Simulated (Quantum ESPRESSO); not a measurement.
**SnTe: single point with PBE**

SnTe:

```
Te Sn
1.0
     0.00000    3.15085    3.15085
     3.15085    0.00000    3.15085
     3.15085    3.15085    0.00000
Te Sn
1 1
Direct
  0.51041 0.49414 0.50590
  0.00359 0.99017 0.99647
```

The cell isn't the ideal one: atoms moved at random, drawn with an rms of 0.05 Å.

```
Program             : Quantum ESPRESSO 7.5
Task                : single point
Functional          : PBE
Potentials or basis : SSSP 1.3 efficiency PBE
Cutoff              : 816 eV
Density cutoff      : 6531 eV
k mesh              : 7 × 7 × 7
Occupations         : fermi-dirac, width 0.05 eV
Spin                : no spin polarisation
```

The pressure is 2.2 GPa. The largest force is 0.021 eV/Å and the band gap on the k mesh is 0.68 eV, direct.

Forces on the atoms (eV/Å):
```
Te  -0.012 -0.014 -0.009
Sn   0.012  0.014  0.009
```

Levels at points of the mesh, in eV from the valence-band top:
```tsv
k point	band 6	band 7	band 8	band 9	band 10	band 11	band 12	band 13	band 14	band 15
(0.00, 0.00, 0.00)	-12.57	-4.43	-1.90	-1.89	-1.88	3.64	3.68	3.70	4.97	4.98
```

It took 5 min on 1 thread of Arm Neoverse N1, with other jobs on the host, peak memory 0.42 GiB.

Caveat: spin-orbit coupling is left out, which moves the levels of the heavy elements; an odd mesh through Γ misses points on the zone boundary, where band edges often lie.
